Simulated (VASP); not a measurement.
The system is InSe, a slab with vacuum.

```
Se In
1.0
     4.03372    0.00000    0.00000
    -2.01686    3.49330    0.00000
     0.00000    0.00000   48.67771
Se In
8 8
Direct
  0.00000 0.00000 0.18796
  0.00000 0.00000 0.29847
  0.66667 0.33333 0.35924
  0.66667 0.33333 0.46955
  0.33333 0.66667 0.53040
  0.33333 0.66667 0.64072
  0.00000 0.00000 0.70155
  0.00000 0.00000 0.81203
  0.66667 0.33333 0.21453
  0.66667 0.33333 0.27197
  0.33333 0.66667 0.38568
  0.33333 0.66667 0.44307
  0.00000 0.00000 0.55685
  0.00000 0.00000 0.61424
  0.66667 0.33333 0.72802
  0.66667 0.33333 0.78545
```

Program: VASP 6.6.1. Alike in all runs: task band structure; no spin polarisation; cell as given; k mesh 9 × 9 × 1; cutoff (eV) 520; smearing gaussian 0.03 eV.

Q: Order these runs on this cell by their band gap on the k mesh, lowest first.
A. level PBE+D3(BJ); potentials or basis VASP PAW PBE potentials, release 64 (Se, In_d)
B. level r2SCAN; potentials or basis VASP PAW PBE potentials, release 64 (Se, In_d)
C. level LDA; potentials or basis VASP PAW LDA potentials, release 64 (Se, In_d)

A: C (0.51 eV), A (0.68 eV), B (1.07 eV).

Caveats: spin-orbit coupling is left out, which moves the levels of the heavy elements.

